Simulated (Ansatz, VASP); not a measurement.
# LiF (Griceite): VASP beside Ansatz

INCAR

```
  PREC = Accurate
  ENCUT = 520
  EDIFF = 1E-7
  ISMEAR = -1
  SIGMA = 0.05
  LREAL = F
  LASPH = T
  NELM = 80
  ALGO = Normal
  ISIF = 2
  LWAVE = F
  LCHARG = F
  GGA = PS
  NBANDS = 12
```

File KPOINTS:

```
Automatic mesh
0
Gamma
  11 11 11
```

File POSCAR:

```
LiF
1.0
    0.0000000000      2.0140000000      2.0140000000
    2.0140000000      0.0000000000      2.0140000000
    2.0140000000      2.0140000000      0.0000000000
F Li
1 1
Direct
    0.5000000000      0.5000000000      0.5000000000
    0.0000000000      0.0000000000      0.0000000000
```

File input.yaml:

```yaml
crystal:
  lattice:
    - [0.0, 2.014, 2.014]
    - [2.014, 0.0, 2.014]
    - [2.014, 2.014, 0.0]
  atoms:
    - { symbol: F, position: [0.5, 0.5, 0.5] }
    - { symbol: Li, position: [0.0, 0.0, 0.0] }
hamiltonian:
  xc: pbesol
  pseudopotentials: { kind: paw }
kpoints:
  mp_grid: { grid: [11, 11, 11] }
scf:
  occupations: { method: fermi_dirac, width: 0.05 }
output:
  forces: true
  stress: true
  eigenvalues: true
```

Alike in both runs: task single point; functional PBEsol; k mesh 11 × 11 × 11; occupations fermi-dirac, width 0.05 eV; no spin polarisation.

|  | VASP | Ansatz |
| --- | --- | --- |
| version | VASP 6.6.1 | Ansatz 0.2.0 |
| potentials or method | VASP PAW PBE potentials, release 64 (F, Li_sv) | Ansatz PAW |
| plane-wave cutoff (eV) | 520 | 420 |
| valence electrons in the cell | 10 | 10 |

```tsv
	VASP	Ansatz	Ansatz less VASP
gap on the k mesh at the Fermi level (eV)	8.92	8.92	+0.001
least direct gap on the mesh (eV)	8.92	8.92	+0.001
```

Caveats: an odd mesh through Γ misses points on the zone boundary, where band edges often lie (VASP); odd divisions of the mesh miss points on the zone boundary, where band edges often lie, so the gap on the mesh can be too wide (Ansatz). Expect the measured gap to be larger: semilocal functionals such as PBEsol lack the derivative discontinuity.
